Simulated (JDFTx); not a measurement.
# FeO (Wuestite) (Fm-3m) in JDFTx: a series of runs, part 2 of 2

JDFTx 1.7.0 (patched build).

## Step 5: Equation of state, PBEsol, collinear spin, ferromagnetic start, 9.81 Å³/atom (volume scaled by 0.98)

Contents of FeO.in:

```
lattice \
    0.0000000000     4.0457785184     4.0457785184 \
    4.0457785184     0.0000000000     4.0457785184 \
    4.0457785184     4.0457785184     0.0000000000
coords-type Lattice
ion Fe     0.0000000000     0.0000000000     0.0000000000 1
ion O      0.5000000000     0.5000000000     0.5000000000 1

ion-species pseudo/Fe.upf
ion-species pseudo/O.upf
elec-cutoff 45 360
elec-ex-corr gga-PBEsol
kpoint-folding 11 11 11
elec-smearing Fermi 0.0018374661
elec-n-bands 19
spintype z-spin
initial-magnetic-moments Fe 3
elec-initial-magnetization 3 no
electronic-SCF nIterations 100 energyDiffThreshold 1e-09
electronic-minimize nIterations 30 energyDiffThreshold 1e-7
forces-output-coords Cartesian

dump-name run.$VAR
dump End Ecomponents EigStats BandEigs Kpoints Forces Stress
```

The run is started by

```
jdftx -c 1 -i FeO.in -o FeO.out
```

It took 3.9 min on 1 thread of Arm Neoverse V1, shared host; peak memory 0.21 GiB.

The run converged. Its results:

```yaml
Free_energy: -3751.4326 eV
Pressure: -5.7 GPa
Band_gap_on_the_k_mesh: none (metal or under the smearing width)
Net_moment: 4.00 μB per cell
Absolute_moment: 4.01 μB per cell
Site_moments: Fe +3.62; O +0.39 μB
Loewdin_charges: Fe +1.14; O -1.01 e
```

Caveat: a cell with one magnetic atom can't hold antiferromagnetic order, which such compounds often take; semilocal functionals often make such compounds metallic where correlation or magnetic order opens a gap, which also shifts bond lengths.

## Step 6: Equation of state, PBEsol, collinear spin, ferromagnetic start, 10.01 Å³/atom

FeO.in, as its differences from that of step 5:

```diff
@@ -1,5 +1,5 @@
 lattice \
-    0.0000000000     4.0457785184     4.0457785184 \
-    4.0457785184     0.0000000000     4.0457785184 \
-    4.0457785184     4.0457785184     0.0000000000
+    0.0000000000     4.0731156890     4.0731156890 \
+    4.0731156890     0.0000000000     4.0731156890 \
+    4.0731156890     4.0731156890     0.0000000000
 coords-type Lattice
```

Potentials or basis: PseudoDojo-SR-PBEsol-0.4.1-standard with smoothed tails.

The run is started by

```
jdftx -c 1 -i FeO.in -o FeO.out
```

It took 3.8 min on 1 thread of Arm Neoverse V1, shared host; peak memory 0.22 GiB.

The run converged. Its results:

```yaml
Free_energy: -3751.4142 eV
Pressure: -9.2 GPa
Band_gap_on_the_k_mesh: none (metal or under the smearing width)
Net_moment: 4.00 μB per cell
Absolute_moment: 4.02 μB per cell
Site_moments: Fe +3.63; O +0.38 μB
Loewdin_charges: Fe +1.15; O -1.01 e
```

Caveat: a cell with one magnetic atom can't hold antiferromagnetic order, which such compounds often take; semilocal functionals often make such compounds metallic where correlation or magnetic order opens a gap, which also shifts bond lengths.

## Step 7: Equation of state, PBEsol, collinear spin, ferromagnetic start, 10.21 Å³/atom (volume scaled by 1.02)

FeO.in, as its differences from that of step 6:

```diff
@@ -1,5 +1,5 @@
 lattice \
-    0.0000000000     4.0731156890     4.0731156890 \
-    4.0731156890     0.0000000000     4.0731156890 \
-    4.0731156890     4.0731156890     0.0000000000
+    0.0000000000     4.1000907513     4.1000907513 \
+    4.1000907513     0.0000000000     4.1000907513 \
+    4.1000907513     4.1000907513     0.0000000000
 coords-type Lattice
```

The run is started by

```
jdftx -c 1 -i FeO.in -o FeO.out
```

Run time: 3.8 min. Hardware: 1 thread of Arm Neoverse V1, shared host; peak memory 0.22 GiB.

Results (log left out):

```
Free energy            : -3751.3874 eV
Pressure               : -12.4 GPa
Band gap on the k mesh : none (metal or under the smearing width)
Net moment             : 4.00 μB per cell
Absolute moment        : 4.02 μB per cell
Site moments           : Fe +3.63; O +0.38 μB
Loewdin charges        : Fe +1.15; O -1.01 e
```

Caveat: a cell with one magnetic atom can't hold antiferromagnetic order, which such compounds often take; semilocal functionals often make such compounds metallic where correlation or magnetic order opens a gap, which also shifts bond lengths.

## Step 8: Equation of state, PBEsol, collinear spin, ferromagnetic start, 10.41 Å³/atom (volume scaled by 1.04)

FeO.in, as its differences from that of step 7:

```diff
@@ -1,5 +1,5 @@
 lattice \
-    0.0000000000     4.1000907513     4.1000907513 \
-    4.1000907513     0.0000000000     4.1000907513 \
-    4.1000907513     4.1000907513     0.0000000000
+    0.0000000000     4.1267154632     4.1267154632 \
+    4.1267154632     0.0000000000     4.1267154632 \
+    4.1267154632     4.1267154632     0.0000000000
 coords-type Lattice
```

The run is started by

```
jdftx -c 1 -i FeO.in -o FeO.out
```

Run time: 3.9 min. Hardware: 1 thread of Arm Neoverse V1, shared host; peak memory 0.23 GiB.

It converged, with:

| Quantity | Value |
| --- | --- |
| Free energy | -3751.3531 eV |
| Pressure | -15.2 GPa |
| Band gap on the k mesh | none (metal or under the smearing width) |
| Net moment | 4.00 μB per cell |
| Absolute moment | 4.02 μB per cell |
| Site moments | Fe +3.64; O +0.37 μB |
| Loewdin charges | Fe +1.15; O -1.01 e |

Caveat: a cell with one magnetic atom can't hold antiferromagnetic order, which such compounds often take; semilocal functionals often make such compounds metallic where correlation or magnetic order opens a gap, which also shifts bond lengths.

## Step 9: Equation of state, PBEsol, collinear spin, ferromagnetic start, 10.61 Å³/atom (volume scaled by 1.06)

FeO.in, as its differences from that of step 8:

```diff
@@ -1,5 +1,5 @@
 lattice \
-    0.0000000000     4.1267154632     4.1267154632 \
-    4.1267154632     0.0000000000     4.1267154632 \
-    4.1267154632     4.1267154632     0.0000000000
+    0.0000000000     4.1530009836     4.1530009836 \
+    4.1530009836     0.0000000000     4.1530009836 \
+    4.1530009836     4.1530009836     0.0000000000
 coords-type Lattice
```

Potentials or basis: PseudoDojo-SR-PBEsol-0.4.1-standard with smoothed tails.

The run is started by

```
jdftx -c 1 -i FeO.in -o FeO.out
```

It took 3.9 min on 1 thread of Arm Neoverse V1, shared host; peak memory 0.23 GiB.

The run converged. Its results:

```yaml
Free_energy: -3751.3121 eV
Pressure: -17.7 GPa
Band_gap_on_the_k_mesh: none (metal or under the smearing width)
Net_moment: 4.00 μB per cell
Absolute_moment: 4.02 μB per cell
Site_moments: Fe +3.65; O +0.36 μB
Loewdin_charges: Fe +1.15; O -1.01 e
```

Caveat: a cell with one magnetic atom can't hold antiferromagnetic order, which such compounds often take; semilocal functionals often make such compounds metallic where correlation or magnetic order opens a gap, which also shifts bond lengths.

## Step 10: Equation of state, PBEsol, collinear spin, ferromagnetic start

This step only gathers the single runs of the series.

Results:

```yaml
Equilibrium_volume: 9.54 Å³/atom
Bulk_modulus: 209 GPa
Pressure_derivative_of_the_bulk_modulus: 4.5
```

Energy against volume, from the lowest point:
```csv
volume (Å³/atom),energy (meV/atom)
9.413,0.72
9.613,0.00
9.813,4.55
10.013,13.78
10.214,27.18
10.414,44.32
10.614,64.78
```
